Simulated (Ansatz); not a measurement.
## TaN in Ansatz: the effect of functional

TaN:

```xyz
2
Lattice="0.0000 2.2547 2.2547 2.2547 0.0000 2.2547 2.2547 2.2547 0.0000" Properties=species:S:1:pos:R:3 pbc="T T T"
Ta    2.2547    2.2547    2.2547
N     0.0000    0.0000    0.0000
```

The cell comes from a database or a generator and needn't be the stable form of this composition.

The cell isn't the ideal one: volume scaled by 1.06.

Alike in all runs:

| Quantity | Value |
| --- | --- |
| Program | Ansatz 0.2.0 |
| Task | single point |
| Potentials or basis | Ansatz PAW |
| k mesh | 10 × 10 × 10 |
| Occupations | fermi-dirac, width 0.05 eV |
| Spin | no spin polarisation |

Problem. One run gave: pressure -32.3 GPa. Which functional did it use?
A. r2SCAN
B. LDA
C. PBE

Solution. B.

```csv
functional,cutoff,pressure (GPa)
LDA,420 eV (not typed: the program's choice for these potentials),-32.3
r2SCAN,500 eV (not typed: the program's choice for these potentials),-22.7
PBE,420 eV (not typed: the program's choice for these potentials),-17.9
```

Caveats: the PAW data sets come from PBE, with cores solved anew for the run's functional, which leaves a small shift of forces and pressure (some runs).
